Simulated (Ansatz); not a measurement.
A crystal in the fcc structure was computed with PBE in Ansatz (plane waves, PAW datasets (generated soft set 1); cutoff 420 eV), no spin polarisation, no spin–orbit coupling, Fermi–Dirac smearing of 0.061 eV, k-spacing 0.06 Å⁻¹. It has a₀ = 4.158 Å and B₀ = 140 GPa.

Problem. Which is it?
A. Au
B. Te
C. Sm
D. Hf
E. Mn

Solution. A. The five: Au 4.158 Å, 140 GPa; Te 4.836 Å, 54 GPa; Sm 4.508 Å, 24 GPa; Hf 4.485 Å, 101 GPa; Mn 3.503 Å, 281 GPa.

Model structures, not the usual forms at ambient conditions (metastable or hypothetical): Te, Sm, Hf, Mn. The real material (Mn) is magnetic: without spin this is a model state, and volume, stiffness and gap can lie far from those of the magnetic ground state. The open f shell of Sm is treated without spin here, so this is a model state and not the ground state.
